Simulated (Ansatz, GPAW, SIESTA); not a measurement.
# One calculation of Rh, 3 ways

```
CELL_PARAMETERS angstrom
2.73098 0.00000 0.00000
-1.36549 2.36510 0.00000
0.00000 0.00000 4.42849
ATOMIC_POSITIONS crystal
Rh 0.33333 0.66667 0.25000
Rh 0.66667 0.33333 0.75000
```

This isn't the form of Rh at room conditions, which is fcc.

Alike in all runs: task band structure; functional PBEsol; k mesh 11 × 11 × 6; occupations fermi-dirac, width 0.05 eV; no spin polarisation; no spin-orbit coupling. Pressure is positive in compression and, in plane waves, holds the error of the finite cutoff.

```
                                                                                      program and potentials  plane-wave cutoff (eV)                                                  notes  pressure (GPa)
SIESTA, files PseudoDojo sr-pbesol-0.4.1-standard, DZP (energy shift 0.003 Ry; two zetas on semicore shells)                       -  atomic basis; 17 valence electrons an atom on average          -10.18
                                                           GPAW, PAW data sets generated for this functional                     600                15 valence electrons an atom on average          -11.58
                                                              Ansatz, all-electron LAPW, scalar-relativistic                       -                                                      -          -13.67
```

The pressure spans -13.67 (Ansatz, all-electron LAPW, scalar-relativistic) to -10.18 GPa (SIESTA, files PseudoDojo sr-pbesol-0.4.1-standard, DZP (energy shift 0.003 Ry; two zetas on semicore shells)), with all-electron results at -13.67. The cell lies far from this level's equilibrium. Rows in atomic bases carry the error of their basis and grid, which can be large.

The functional is the same throughout but for its coding, so the spread measures potentials, basis and numerics; runs on potential files found faulty are left out.
